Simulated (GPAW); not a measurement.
Runs of GPAW 26.7.0 on Ti. Symmetry: P6_3/mmc, No. 194, hexagonal system. Conventional cell: a = 2.950 Å, b = 2.950 Å, c = 4.680 Å, α = 90.00°, β = 90.00°, γ = 120.00°. Ti (site symmetry -6m2) is surrounded by 12 Ti at 2.89 to 2.95 Å. 

```csv
level,gap on the mesh (eV),pressure (GPa),relaxed volume (Å³/atom)
PBEsol+D3,none,0.0,16.04
PBEsol,none,0.0,(a)
PBEsol+D3(BJ)+ATM,none,-0.1,16.00
PBEsol+D4,none,0.0,16.50
PBEsol+D3(BJ),none,-0.1,(b)
```

Alike in all rows: task relaxation of cell and atoms; potentials or basis PAW data sets generated in the run's folder for this functional, pw; no spin polarisation; cell relaxed; k mesh 9 × 9 × 5; cutoff (eV) 600; smearing fermi-dirac 0.05 eV.

Q: Fill in the values left out.

A: (a) 16.65; (b) 15.84.

Caveats: later steps reuse the first step's grids; pairwise dispersion overbinds metals, which lowers pressure and volume (some runs).

A gap of «none» marks a metal or a gap under the smearing width.
